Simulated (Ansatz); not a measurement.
TiPbO$_{3}$, DFT, PBEsol, PAW with Ansatz's default frozen-core files, scalar-relativistic (Ansatz 0.2.0), run on 2 threads of Arm Neoverse V1 on a shared host.

Structure: COD 2107521, as refined from experiment and not relaxed. The listed cell was then made from it by scaling, straining or moving an atom.

Command: `ansatz run input.yaml --threads 2 --pin off --max-ram 8192MiB --backend cpu --events-out ev --progress --plain --runs-dir out`

```yaml
crystal:
  lattice:
    - [3.9250232691, 0.0, 0.0]
    - [0.0, 3.9250232691, 0.0]
    - [0.0, 0.0, 4.1773835824]
  atoms:
    - { symbol: Ti, position: [0.5, 0.5, 0.5382] }
    - { symbol: Pb, position: [0.0, 0.0, 0.0] }
    - { symbol: O, position: [0.5, 0.5, 0.113] }
    - { symbol: O, position: [0.5, 0.0, 0.615] }
    - { symbol: O, position: [0.0, 0.5, 0.615] }
kpoints:
  mp_grid: { grid: [9, 9, 8] }
scf:
  occupations: { method: fermi_dirac, width: 0.03 }
hamiltonian:
  xc: pbesol
  pseudopotentials: { kind: paw }
output:
  forces: true
  stress: true
  eigenvalues: true
  efg: { contact_densities: true }
```

(1) How large is the problem that the program sets up?

(2) Estimate the wall time and the peak memory.

(3) And the same cell and mesh by crystal-made all-electron datasets, asked for forces, stress, eigenvalues, efg, on the same hardware?

## Answers

(1) 75 irreducible k-points, 1261 plane waves at Γ, 27 bands.

(2) 8.1 s of wall time for 6 SCF iterations, with a peak of 0.5 GiB. Times on shared machines scatter by tens of per cent.

(3) 47 s, peak memory 1.4 GiB.
